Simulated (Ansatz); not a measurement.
## Structure search: one Ga candidate

Computed with DFT PBE, scalar-relativistic, plane waves, PAW in Ansatz 0.2.0. Cutoff 420 eV, Gaussian smearing, Γ-centred meshes. Cell and atoms relax first on a coarse mesh and then on a finer one. In between, the cell is made exact in the group found at 0.06 Å. In metals the finer mesh still leaves noise of several meV/atom or more. The steps can't lower the symmetry of their start. No spin polarisation.

The guess for Ga was made by a generator: 4-, 6-connected net of one element (P-6m2, No. 187). Lengths were set from tabulated atomic sizes, so they are only a guess.

Space group P-6m2 (No. 187). a = 3.388 Å, b = 3.388 Å, c = 5.341 Å, α = 90.00°, β = 90.00°, γ = 120.00°
```
atom  site  symmetry       x       y       z
  Ga    2i       3m.  0.6667  0.3333  0.7250
  Ga    1a      -6m2  0.0000  0.0000  0.0000
```

Energies count from the standard state of Ga at the same level.

Problem. What does it relax into?

Solution. The symmetry stays P-6m2 (No. 187). The volume per atom grows by 8.6 %, from 17.7 to 19.2 Å³. The shortest distance goes from 2.40 Å (Ga–Ga) to 2.76 Å (Ga–Ga). The ratio c/a of the conventional cell changes by a factor of 1.70. The energy falls by about 0.32 eV/atom (the start's value is from the coarse mesh). Conventional cell: a = 2.917 Å, c = 7.829 Å. Ga on a site of symmetry 3m has 10 Ga at 2.76–3.04 Å; Ga on a site of symmetry -6m2 is surrounded by 12 Ga at 2.92–3.04 Å.

Space group P-6m2 (No. 187). a = 2.917 Å, b = 2.917 Å, c = 7.829 Å, α = 90.00°, β = 90.00°, γ = 120.00°
| atom | site | symmetry | x | y | z |
| --- | --- | --- | --- | --- | --- |
| Ga | 2i | 3m. | 0.6667 | 0.3333 | 0.6761 |
| Ga | 1a | -6m2 | 0.0000 | 0.0000 | 0.0000 |

Problem. How does it come out in energy, and is it a metal?

Solution. The energy over the standard state is +0.03 eV/atom and the gap on the 18×18×6 mesh of the 3-atom cell is 0 eV (a metal).

So it is a metastable form at best.

The last run used Gaussian smearing of 0.10 eV. The k mesh leaves some 4 meV/atom of noise in the energy of each metallic cell. A structure relaxed within its symmetry needn't be a true minimum.
